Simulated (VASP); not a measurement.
Input of a VASP 6.6.1 run:

The input INCAR:

```
SYSTEM = Pt
ALGO = Fast ; EDIFF = 1E-6
ENCUT = 400 ; GGA = PE
ISIF = 2 ; ISMEAR = 1
ISYM = 0 ; LASPH = .True.
LCHARG = .False. ; LREAL = Auto
LWAVE = .False. ; NELM = 80
PREC = Accurate ; SIGMA = 0.1
```

KPOINTS

```
k-points
0
Gamma
  4 4 1
  0 0 0
```

File POSCAR:

```
Pt                                      
1.0
    8.3155757468      0.0000000000      0.0000000000
    4.1577878734      7.2014998438      0.0000000000
    0.0000000000      0.0000000000     23.2896391657
  Pt            
    36
Selective dynamics
Direct
     0.0000000000000000    0.0000000000000000    0.1073438700000011   F   F   F
     0.3333333332999970    0.0000000000000000    0.1073438700000011   F   F   F
     0.6666666667000030    0.0000000000000000    0.1073438700000011   F   F   F
     0.0000000000000000    0.3333333332999970    0.1073438700000011   F   F   F
     0.3333333332999970    0.3333333332999970    0.1073438700000011   F   F   F
     0.6666666667000030    0.3333333332999970    0.1073438700000011   F   F   F
     0.0000000000000000    0.6666666667000030    0.1073438700000011   F   F   F
     0.3333333332999970    0.6666666667000030    0.1073438700000011   F   F   F
     0.6666666667000030    0.6666666667000030    0.1073438700000011   F   F   F
     0.1111111111000014    0.1111111111000014    0.2045206892999971   F   F   F
     0.4444444443999984    0.1111111111000014    0.2045206892999971   F   F   F
     0.7777777777999972    0.1111111111000014    0.2045206892999971   F   F   F
     0.1111111111000014    0.4444444443999984    0.2045206892999971   F   F   F
     0.4444444443999984    0.4444444443999984    0.2045206892999971   F   F   F
     0.7777777777999972    0.4444444443999984    0.2045206892999971   F   F   F
     0.1111111111000014    0.7777777777999972    0.2045206892999971   F   F   F
     0.4444444443999984    0.7777777777999972    0.2045206892999971   F   F   F
     0.7777777777999972    0.7777777777999972    0.2045206892999971   F   F   F
     0.8888893686283412    0.2222221557447243    0.3012544287123118   T   T   T
     0.2222202127868860    0.2222237520795712    0.3012538643810636   T   T   T
     0.5555567401114234    0.2222214624452947    0.3012549487267614   T   T   T
     0.8888893214542062    0.5555552849991507    0.3012538918083267   T   T   T
     0.2222205187577527    0.5555559522073403    0.3012539540127221   T   T   T
     0.5555571663237626    0.5555547368648072    0.3012550037070862   T   T   T
     0.8888889200575727    0.8888888025311796    0.3012542969841517   T   T   T
     0.2222201594460611    0.8888898490323063    0.3012543313894656   T   T   T
     0.5555575553867480    0.8888881067856613    0.3012547461048939   T   T   T
     0.9999986230040684    0.0000007684539538    0.3998291247042650   T   T   T
     0.3333325201926106    0.0000006363224100    0.3998303443771206   T   T   T
     0.6666682826459407    0.9999996673462545    0.3998309121679919   T   T   T
     0.9999989742472317    0.3333336655679798    0.3998288556203520   T   T   T
     0.3333330110074027    0.3333333614258028    0.3998299002888784   T   T   T
     0.6666683134671849    0.3333323419738763    0.3998307569852018   T   T   T
     0.9999989921578726    0.6666672613671866    0.3998299548227496   T   T   T
     0.3333329049796226    0.6666667386366725    0.3998301596183775   T   T   T
     0.6666683309145680    0.6666655040081035    0.3998302993150827   T   T   T
```

Potentials or basis: VASP PAW PBE potentials, release 64 (Pt).

Command:

```bash
$ cat potpaw_PBE.64/Pt/POTCAR > POTCAR
$ mpirun -np 8 vasp_std > vasp.out
```

**Question.** What does it give for the band gap on the k mesh?

**Answer.** None (metal or under the smearing width).

**Question.** Predict the largest force.

**Answer.** 0.440 eV/Å.

Forces on the atoms (eV/Å):
```
Pt   0.000  0.000 -0.440
Pt   0.000  0.000 -0.440
Pt   0.000  0.000 -0.440
Pt   0.000  0.000 -0.440
Pt   0.000  0.000 -0.440
Pt   0.000  0.000 -0.440
Pt   0.000  0.000 -0.440
Pt   0.000  0.000 -0.440
Pt   0.000  0.000 -0.440
Pt   0.000  0.000  0.117
Pt   0.000  0.000  0.117
Pt   0.000  0.000  0.117
Pt   0.000  0.000  0.117
Pt   0.000  0.000  0.117
Pt   0.000  0.000  0.117
Pt   0.000  0.000  0.117
Pt   0.000  0.000  0.117
Pt   0.000  0.000  0.117
Pt   0.000  0.000  0.113
Pt   0.000  0.000  0.113
Pt   0.000  0.000  0.113
Pt   0.000  0.000  0.113
Pt   0.000  0.000  0.113
Pt   0.000  0.000  0.113
Pt   0.000  0.000  0.113
Pt   0.000  0.000  0.113
Pt   0.000  0.000  0.113
Pt   0.000  0.000  0.211
Pt   0.000  0.000  0.210
Pt   0.000  0.000  0.210
Pt   0.000  0.000  0.211
Pt   0.000  0.000  0.210
Pt   0.000  0.000  0.210
Pt   0.000  0.000  0.210
Pt   0.000  0.000  0.210
Pt   0.000  0.000  0.210
```

Spin-orbit coupling is left out, which matters for the levels of Pt.
